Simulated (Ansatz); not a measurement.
fcc against bcc along group 4

Method: DFT, r2SCAN, plane waves (500 eV) with PAW, scalar-relativistic in Ansatz. The PAW files were generated under PBE, with cores re-solved for the functional.

Each structure is relaxed within its symmetry, in the lowest magnetic state of the tried starts. Differences under about 8 meV lie within the error of the k-point mesh.

```csv
element,E(fcc) − E(bcc) (meV/atom),V(fcc) (Å³/atom),V(bcc) (Å³/atom),state of fcc,state of bcc
Ti,-7,17.39,17.90,spin not included,ferromagnetic
Zr,?,?,?,?,?
Hf,-124,22.46,22.22,spin not included,spin not included
```

**Question.** Fill in the row of Zr.

**Answer.** E(fcc) − E(bcc) (meV/atom): -62; V(fcc) (Å³/atom): 23.24; V(bcc) (Å³/atom): 22.97; state of fcc: non-magnetic; state of bcc: non-magnetic.
